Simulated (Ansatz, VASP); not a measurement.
## One calculation of CdSe, two programs

File INCAR:

```
SYSTEM = CdSe
ALGO = Normal
EDIFF = 1E-6
ENCUT = 520
GGA = CA
ISIF = 2
ISMEAR = -1
LASPH = .TRUE.
LCHARG = .FALSE.
LREAL = .FALSE.
LWAVE = .FALSE.
NBANDS = 16
NELM = 80
PREC = Accurate
SIGMA = 0.03
```

File KPOINTS:

```
k-points
0
G
  8 8 8
  0 0 0
```

File POSCAR:

```
CdSe
1.0
    0.0000000000      3.0088657746      3.0702711986
    3.0088657746      0.0000000000      3.0702711986
    3.0088657746      3.0088657746      0.0000000000
Cd Se
1 1
Direct
    0.0000000000      0.0000000000      0.0000000000
    0.2500000000      0.2500000000      0.2500000000
```

Input for Ansatz:

```yaml
crystal:
  lattice:
    - [0.0, 3.0088657746, 3.0702711986]
    - [3.0088657746, 0.0, 3.0702711986]
    - [3.0088657746, 3.0088657746, 0.0]
  atoms:
    - { symbol: Cd, position: [0.0, 0.0, 0.0] }
    - { symbol: Se, position: [0.25, 0.25, 0.25] }
kpoints:
  mp_grid: { grid: [8, 8, 8] }
  band_path:
    path:
      - [0.0, 0.0, 0.0]
      - [0.5, 0.0, 0.5]
      - [0.75, 0.25, 0.5]
      - [0.5, 0.5, 0.5]
      - [0.0, 0.0, 0.0]
      - [0.5, 0.5, 0.0]
      - [0.62995, 0.62995, 0.2599]
      - [0.37005, 0.37005, 0.7401]
      - [0.0, 0.0, 0.0]
    npoints: 5
scf:
  occupations: { method: fermi_dirac, width: 0.03 }
hamiltonian:
  xc: lda
  pseudopotentials: { kind: all_electron, lapw: { basis_error: 0.001 } }
output:
  forces: true
  stress: true
  eigenvalues: true
```

Change from the starting cell: equal xx and yy strain of -2 %.

Alike in both runs: task single point; functional LDA; k mesh 8 × 8 × 8; occupations fermi-dirac, width 0.03 eV; no spin polarisation.

|  | VASP | Ansatz |
| --- | --- | --- |
| version | VASP 6.6.1 | Ansatz 0.2.0 |
| potentials or method | VASP PAW LDA potentials, release 64 (Cd, Se) | all-electron LAPW, scalar-relativistic |
| plane-wave cutoff (eV) | 520 | see its input |

|  | VASP | Ansatz | Ansatz less VASP |
| --- | --- | --- | --- |
| pressure (GPa) | -0.9 | -1.4 | -0.42 |
| largest component of the traceless stress (GPa) | 0.27 | 0.28 | +0.007 |

Ansatz ran all-electron here, so the differences hold the error of VASP's frozen core and of both bases.
